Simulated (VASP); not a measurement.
# Si2S (P4/mmm) in VASP: notebook

One crystal, Si2S, is run at these levels: PBE; tasks: single point, relaxation of cell and atoms.

Program: VASP 6.6.1. These are calculated values, not measurements. Logs are shortened: lines on timing, memory, paths and dates and some standing lists are left out, and cuts for length are marked.

## Step 1: The cell of the first run

Symmetry: P4/mmm, No. 123, tetragonal system. The conventional cell has a = 3.488 Å, b = 3.488 Å, c = 4.985 Å, α = 90.00°, β = 90.00°, γ = 90.00°. Si (site symmetry 4/mmm) has 2 S at 2.49 Å as nearest neighbours. Si (site symmetry 4/mmm) has 4 S at 2.47 Å as nearest neighbours. Around S (site symmetry 4/mmm) lie 6 Si at 2.47 to 2.49 Å.

The cell was built by a generator and needn't be a form met in nature.

## Step 2: Single point, PBE (ordered vacancies on the anion sites of rock salt (P4/mmm, No. 123))

Input file INCAR:

```
SYSTEM = Si2S
ALGO     = Fast           ! electronic algorithm
EDIFF    = 1E-6           ! SCF threshold, eV
ENCUT    = 520            ! plane-wave cutoff, eV
GGA      = PE             ! functional
ISIF     = 2              ! what is computed and relaxed
ISMEAR   = 0              ! smearing method
LASPH    = .True.         ! aspherical terms in the spheres
LCHARG   = .False.        ! write CHGCAR
LREAL    = .False.        ! projectors in reciprocal space
LWAVE    = .False.        ! write WAVECAR
NBANDS   = 14             ! bands
NELM     = 80             ! most SCF steps
PREC     = Accurate       ! precision mode
SIGMA    = 0.1            ! smearing width, eV
```

Input file KPOINTS:

```
k-points
0
Gamma
  14 14 10
  0 0 0
```

Input file POSCAR:

```
Si2S
1.0
    3.4877005540      0.0000000000      0.0000000000
    0.0000000000      3.4877005540      0.0000000000
    0.0000000000      0.0000000000      4.9853698567
Si S
2 1
Direct
    0.0000000000      0.0000000000      0.0000000000
    0.5000000000      0.5000000000      0.5000000000
    0.0000000000      0.0000000000      0.5000000000
```

Potentials or basis: VASP PAW PBE potentials, release 64 (Si, S).

The run is started by

```console
> cat potpaw_PBE.64/Si/POTCAR potpaw_PBE.64/S/POTCAR > POTCAR
> mpirun -np 1 vasp_std > vasp.out
```

OUTCAR:

```text
SYSTEM = Si2S
   EDIFF = 1E-6
   ENCUT = 520
   GGA = PE
   ISIF = 2
   ISMEAR = 0
   LASPH = .True.
   LREAL = .False.
   NELM = 80
   PREC = Accurate

 ion  position               nearest neighbor table
   1  0.000  0.000  0.000-   3 2.49   3 2.49
   2  0.500  0.500  0.500-   3 2.47   3 2.47   3 2.47   3 2.47
   3  0.000  0.000  0.500-   2 2.47   2 2.47   2 2.47   2 2.47   1 2.49   1 2.49

  LATTYP: Found a simple tetragonal cell.
 ALAT       =     3.4877005540
 C/A-ratio  =     1.4294145324

  Lattice vectors:

 A1 = (   3.4877005540,   0.0000000000,   0.0000000000)
 A2 = (   0.0000000000,   3.4877005540,   0.0000000000)
 A3 = (   0.0000000000,   0.0000000000,   4.9853698567)

Analysis of symmetry for initial positions (statically):
=====================================================================
 Subroutine PRICEL returns:
 Original cell was already a primitive cell.

 Routine SETGRP: Setting up the symmetry group for a
 simple tetragonal supercell.

 Subroutine GETGRP returns: Found 16 space group operations
 (whereof 16 operations were pure point group operations)
 out of a pool of 16 trial point group operations.

The static configuration has the point symmetry D_4h.

Analysis of symmetry for dynamics (positions and initial velocities):
=====================================================================
 Subroutine PRICEL returns:
 Original cell was already a primitive cell.

 Routine SETGRP: Setting up the symmetry group for a
 simple tetragonal supercell.

 Subroutine GETGRP returns: Found 16 space group operations
 (whereof 16 operations were pure point group operations)
 out of a pool of 16 trial point group operations.

The dynamic configuration has the point symmetry D_4h.

 Subroutine INISYM returns: Found 16 space group operations
 (whereof 16 operations are pure point group operations),
 and found     1 'primitive' translations

----------------------------------------------------------------------------------------

                                     Primitive cell

  volume of cell :      60.6423

  direct lattice vectors                    reciprocal lattice vectors
     3.487700554  0.000000000  0.000000000     0.286721863  0.000000000  0.000000000
     0.000000000  3.487700554  0.000000000     0.000000000  0.286721863  0.000000000
     0.000000000  0.000000000  4.985369857     0.000000000  0.000000000  0.200586923

  length of vectors
     3.487700554  3.487700554  4.985369857     0.286721863  0.286721863  0.200586923

  position of ions in fractional coordinates (direct lattice)
     0.000000000  0.000000000  0.000000000
     0.500000000  0.500000000  0.500000000
     0.000000000  0.000000000  0.500000000

  ion indices of the primitive-cell ions
   primitive index   ion index
                 1           1
                 2           2
                 3           3

----------------------------------------------------------------------------------------

 KPOINTS: k-points

Automatic generation of k-mesh.
 Grid dimensions read from file:
 generate k-points for:   14   14   10

 Generating k-lattice:

  Cartesian coordinates                     Fractional coordinates (reciprocal lattice)
     0.020480133  0.000000000  0.000000000     0.071428571  0.000000000  0.000000000
     0.000000000  0.020480133  0.000000000     0.000000000  0.071428571  0.000000000
     0.000000000  0.000000000  0.020058692     0.000000000  0.000000000  0.100000000

  Length of vectors
     0.020480133  0.020480133  0.020058692

  Shift w.r.t. Gamma in fractional coordinates (k-lattice)
     0.000000000  0.000000000  0.000000000

 Subroutine IBZKPT returns following result:
 ===========================================

 Found    216 irreducible k-points:

 Following reciprocal coordinates:
            Coordinates               Weight
  0.000000  0.000000  0.000000      1.000000
  0.071429  0.000000  0.000000      4.000000
  0.142857  0.000000  0.000000      4.000000
  0.214286  0.000000  0.000000      4.000000
  0.285714  0.000000  0.000000      4.000000
  0.357143  0.000000  0.000000      4.000000
[... 16 lines left out ...]
  0.285714  0.214286  0.000000      8.000000
  0.357143  0.214286  0.000000      8.000000
 [... further k-points ...]
   k-points           NKPTS =    216   k-points in BZ     NKDIM =    216   number of bands    NBANDS=     14
   number of dos      NEDOS =    301   number of ions     NIONS =      3
   total plane-waves  NPLWV =  31360
   dimension x,y,z NGX =    28 NGY =   28 NGZ =   40
   dimension x,y,z NGXF=    56 NGYF=   56 NGZF=   80
   ions per type =               2   1
   NGX,Y,Z   is equivalent  to a cutoff of  13.35, 13.35, 13.34 a.u.
   NGXF,Y,Z  is equivalent  to a cutoff of  26.69, 26.69, 26.68 a.u.
 SYSTEM =  Si2S
   PREC   = accura    normal or accurate (medium, high low for compatibility)
   ISTART =      0    job   : 0-new  1-cont  2-samecut
   ICHARG =      2    charge: 1-file 2-atom 10-const
   ISPIN  =      1    spin polarized calculation?
   LNONCOLLINEAR =      F non collinear calculations
   LSORBIT =      F    spin-orbit coupling
   LASPH  =      T    aspherical Exc in radial PAW
   ENCUT  =  520.0 eV  38.22 Ry    6.18 a.u.   6.48  6.48  9.27*2*pi/ulx,y,z
   NELM   =     80;   NELMIN=  2; NELMDL= -5     # of ELM steps
   EDIFF  = 0.1E-05   stopping-criterion for ELM
   LREAL  =      F    real-space projection
   EDIFFG = 0.1E-04   stopping-criterion for IOM
   NSW    =      0    number of steps for IOM
   IBRION =     -1    ionic relax: 0-MD 1-quasi-New 2-CG
   NFREE  =      0    steps in history (QN), initial steepest desc. (CG)
   ISIF   =      2    stress and relaxation
   ISYM   =      2    0-nonsym 1-usesym 2-fastsym
   POTIM  = 0.5000    time-step for ionic-motion
   TEBEG  =    0.0;   TEEND  =   0.0 temperature during run
   PSTRESS=    0.0 pullay stress
   NELECT =      14.0000    total number of electrons
   NUPDOWN=      -1.0000    fix difference up-down
   EMIN   =  10.00;   EMAX   =-10.00  energy-range for DOS
   EFERMI =   0.00;   METHOD = LEGACY
   ISMEAR =     0;   SIGMA  =   0.10  broadening in eV -4-tet -1-fermi 0-gaus
   EFERMI_NEDOS =   21; number of points for ismear=-14 and -15
   IALGO  =     68    algorithm
   IMIX   =      4    mixing-type and parameters
     AMIX     =   0.40;   BMIX     =  1.00
     AMIX_MAG =   1.60;   BMIX_MAG =  1.00
  volume/ion in A,a.u.               =      20.21       136.41
  Fermi-wavevector in a.u.,A,eV,Ry     =   1.004289  1.897832 13.722801  1.008597
  Thomas-Fermi vector in A             =   2.136896
   LORBIT       =      0    0 simple, 1 ext, 2 COOP (PROOUT), +10 PAW based schemes
   GGA     = PE    functional components
   LHFCALC =     F    Hartree Fock is set to
   AEXX    =    0.0000 exact exchange contribution
   IVDW    =     0    specifies the selected vdW correction
   LEPSILON=     F    determine dielectric tensor
   LRPA    =     F    only Hartree local field effects (RPA)
 non-spin polarized calculation
 RMM-DIIS sequential band-by-band and
 Gauss-broadening in eV      SIGMA  =   0.10
  energy-cutoff  :      520.00
  volume of cell :       60.64
 maximum number of plane-waves:      1675
 NGX is ok and might be reduce to    28
   NGX = 13   NGY = 13   NGZ = 19

 number of electron      14.0000002 magnetization

 Free energy of the ion-electron system (eV)
  ---------------------------------------------------
  ext. energy  EPLUGINS =         0.00000000
  ---------------------------------------------------
  free energy    TOTEN  =       -12.72347613 eV

  energy without entropy =      -12.71689023  energy(sigma->0) =      -12.72018318

 E-fermi :   5.9855     XC(G=0):  -9.7030

 val. band max:        5.9734745072   @ k =   0.3571   0.2143   0.0000
 cond. band min:       5.9872980459   @ k =   0.2143   0.2143   0.5000
 fundamental gap:      0.0138235387
 Fermi energy:         5.9855263842

 k-point     1 :       0.0000    0.0000    0.0000
  band No.  band energies     occupation
      1      -9.6847      2.00000
      2      -1.0492      2.00000
      3      -0.8066      2.00000
      4       1.6219      2.00000
      5       1.6219      2.00000
      6       1.7735      2.00000
      7       8.2007      0.00000
      8       8.4041      0.00000
      9       9.3256      0.00000
     10       9.3256      0.00000
     11      12.6841      0.00000
     12      12.6857      0.00000
     13      12.8782      0.00000
     14      12.8827      0.00000

 k-point     2 :       0.0714    0.0000    0.0000
  band No.  band energies     occupation
      1      -9.6441      2.00000
      2      -1.0056      2.00000
      3      -0.7693      2.00000
      4       0.6416      2.00000
      5       1.6629      2.00000
      6       2.6791      2.00000
      7       8.0185      0.00000
      8       8.5115      0.00000
      9       9.0496      0.00000
     10       9.3562      0.00000
     11      11.9616      0.00000
     12      12.5799      0.00000
     13      12.6914      0.00000
     14      12.7377      0.00000

 k-point     3 :       0.1429    0.0000    0.0000
  band No.  band energies     occupation
      1      -9.5252      2.00000
      2      -0.8878      2.00000
      3      -0.6604      2.00000
      4      -0.4053      2.00000
      5       1.7833      2.00000
      6       3.5331      2.00000
      7       7.5361      0.00000
      8       7.9272      0.00000
      9       9.3794      0.00000
     10       9.4443      0.00000
     11      10.7366      0.00000
     12      11.9509      0.00000
     13      12.7400      0.00000
     14      12.8989      0.00000

 k-point     4 :       0.2143    0.0000    0.0000
  band No.  band energies     occupation
      1      -9.3384      2.00000
      2      -1.4477      2.00000
      3      -0.6431      2.00000
      4      -0.4904      2.00000
      5       1.9741      2.00000
      6       4.2714      2.00000
      7       6.8919      0.00000
      8       6.9693      0.00000
      9       9.5344      0.00000
     10       9.6542      0.00000
     11       9.9394      0.00000
     12      11.6072      0.00000
     13      12.8392      0.00000
     14      13.1553      0.00000

 k-point     5 :       0.2857    0.0000    0.0000
  band No.  band energies     occupation
      1      -9.1045      2.00000
      2      -2.3391      2.00000
      3      -0.3819      2.00000
      4      -0.2796      2.00000
      5       2.2163      2.00000
      6       4.9410      2.00000
      7       6.0528      0.34136
      8       6.2218      0.00083
      9       8.6196      0.00000
     10       9.5466      0.00000
     11       9.7529      0.00000
[... 276 lines left out ...]
 k-point    22 :       0.2143    0.2143    0.0000
  band No.  band energies     occupation
      1      -9.0120      2.00000
      2      -1.5978      2.00000
      3      -0.2585      2.00000
      4      -0.1977      2.00000
      5       0.1244      2.00000
      6       5.5284      2.00000
      7       6.6285      0.00000
      8       7.2440      0.00000
      9       7.3187      0.00000
     10       7.9219      0.00000
     11      10.6128      0.00000
     12      11.5304      0.00000
     13      13.2070      0.00000
     14      14.1688      0.00000

 k-point    23 :       0.2857    0.2143    0.0000
  band No.  band energies     occupation
      1      -8.7942      2.00000
      2      -2.0777      2.00000
      3      -0.0204      2.00000
      4      -0.0057      2.00000
      5       0.0682      2.00000
      6       4.8605      2.00000
      7       6.3285      0.00000
      8       6.3959      0.00000
      9       7.4807      0.00000
     10       8.4736      0.00000
     11      10.3865      0.00000
     12      12.1282      0.00000
     13      13.2450      0.00000
     14      14.1827      0.00000

 k-point    24 :       0.3571    0.2143    0.0000
  band No.  band energies     occupation
      1      -8.5703      2.00000
      2      -2.6427      2.00000
      3       0.1881      2.00000
      4       0.2127      2.00000
      5       0.3388      2.00000
      6       4.0855      2.00000
      7       5.6316      2.00000
      8       5.9735      1.13534
      9       7.7253      0.00000
     10       9.1243      0.00000
     11      10.4789      0.00000
     12      12.0950      0.00000
     13      13.0682      0.00000
     14      13.7035      0.00000

 [... further k-points ...]

------------------------ aborting loop because EDIFF is reached ----------------------------------------

  FORCE on cell =-STRESS in cart. coord.  units (eV):
  Direction    XX          YY          ZZ          XY          YZ          ZX
  --------------------------------------------------------------------------------------
  -------------------------------------------------------------------------------------
  Total       -0.0082890     -0.0082890      0.0008705      0.0000000      0.0000000      0.0000000
  in kB       -0.2189957     -0.2189957      0.0229993      0.0000000      0.0000000      0.0000000
  external PRESSURE =      -0.1383307 kB  Pullay stress =       0.0000000 kB

 VOLUME and BASIS-vectors are now :
 -----------------------------------------------------------------------------
  energy-cutoff  :      520.00
  volume of cell :       60.64
      direct lattice vectors                 reciprocal lattice vectors
     3.487700554  0.000000000  0.000000000     0.286721863  0.000000000  0.000000000
     0.000000000  3.487700554  0.000000000     0.000000000  0.286721863  0.000000000
     0.000000000  0.000000000  4.985369857     0.000000000  0.000000000  0.200586923

 POSITION                                       TOTAL-FORCE (eV/Angst)
 -----------------------------------------------------------------------------------
      0.00000      0.00000      0.00000         0.000000      0.000000      0.000000
      1.74385      1.74385      2.49268         0.000000      0.000000      0.000000
      0.00000      0.00000      2.49268         0.000000      0.000000      0.000000
 -----------------------------------------------------------------------------------
    total drift:                               -0.000000      0.000000      0.000000

  FREE ENERGIE OF THE ION-ELECTRON SYSTEM (eV)
  ---------------------------------------------------
  free  energy   TOTEN  =       -12.7234761258 eV

  energy  without entropy=      -12.7168902342  energy(sigma->0) =      -12.72018318
```

It took 2.4 min on 1 thread of Intel Xeon Platinum 8488C (Sapphire Rapids), shared host; peak memory 0.28 GiB.

Results:

```yaml
Free_energy: -12.7235 eV
Pressure: 0.0 GPa
Band_gap_on_the_k_mesh: none (metal or under the smearing width)
```

## Step 3: Relaxation of cell and atoms, PBE (ordered vacancies on the anion sites of rock salt (P4/mmm, No. 123))

Input file INCAR:

```
SYSTEM = Si2S
PREC = Accurate
ENCUT = 600
EDIFF = 1E-7
ISMEAR = 0
SIGMA = 0.1
LREAL = .FALSE.
LASPH = .TRUE.
NELM = 80
ALGO = Fast
ISIF = 3
LWAVE = .FALSE.
LCHARG = .FALSE.
GGA = PE
IBRION = 2
NSW = 100
EDIFFG = -0.01
```

Input file KPOINTS:

```
Automatic mesh
0
G
  14 14 10
  0 0 0
```

Input file POSCAR:

```
Si2S
1.0
    3.4670845125      0.0000000000      0.0000000000
    0.0000000000      3.4670845125      0.0000000000
    0.0000000000      0.0000000000      5.0113445994
Si S
2 1
Direct
    0.0000000000      0.0000000000      0.0000000000
    0.5000000000      0.5000000000      0.5000000000
    0.0000000000      0.0000000000      0.5000000000
```

Potentials or basis: VASP PAW PBE potentials, release 64 (Si, S).

The run is started by

```console
> cat potpaw_PBE.64/Si/POTCAR potpaw_PBE.64/S/POTCAR > POTCAR
> mpirun -np 1 vasp_std > vasp.out
```

It took 4.2 min on 1 thread of Intel Xeon Platinum 8488C (Sapphire Rapids), shared host; peak memory 0.3 GiB.

The run converged. Its results:

| Property | Result |
| --- | --- |
| Free energy | -12.7239 eV |
| Relaxed volume | 20.24 Å³/atom |
| Relaxed cell | a = 3.489 Å, b = 3.489 Å, c = 4.988 Å, α = 90.00°, β = 90.00°, γ = 90.00° |
| Space group after relaxing (to 0.05 Å) | P4/mmm (No. 123) |
| Energy gained by relaxing | 0.6 meV/atom |
| Ionic steps | 3 |
| Pressure after relaxing | -0.1 GPa |
| Band gap on the k mesh | none (metal or under the smearing width) |

Step by step:
```csv
step,energy change (eV),largest force (eV/Å),pressure (GPa),volume (Å³)
1,0.0000,0.0000,0.25,60.24
2,-0.0015,0.0000,0.08,60.52
3,-0.0018,0.0000,-0.06,60.71
```

Final structure:
```yaml
crystal:
  lattice:
    - [3.48887, 0.00000, 0.00000]
    - [0.00000, 3.48887, 0.00000]
    - [0.00000, 0.00000, 4.98776]
  atoms:
    - { symbol: Si, position: [0.00000, 0.00000, 0.00000] }
    - { symbol: Si, position: [0.50000, 0.50000, 0.50000] }
    - { symbol: S, position: [0.00000, 0.00000, 0.50000] }
```

Levels at points of the mesh, in eV from the Fermi level:
```
           k point  band 3  band 4  band 5  band 6  band 7  band 8  band 9  band 10  band 11
(0.00, 0.00, 0.00)   -6.78   -4.36   -4.36   -4.21    2.21    2.42    3.34     3.34     6.70
(0.50, 0.00, 0.00)   -5.81   -5.75   -3.21   -1.47   -0.90    0.93    1.13     1.28     4.09
(0.50, 0.50, 0.00)   -7.29   -6.39   -5.18   -4.54   -0.22   -0.22    1.17     2.90     2.90
(0.00, 0.00, 0.50)   -4.26   -4.26   -4.10   -1.53    0.47    1.51    2.15     2.15     2.78
(0.50, 0.00, 0.50)   -8.32   -3.72   -3.12   -0.61    0.90    1.21    1.29     1.74     3.23
(0.50, 0.50, 0.50)   -7.14   -7.14   -6.26   -1.68   -1.68   -0.14    0.32     2.21     7.62
```
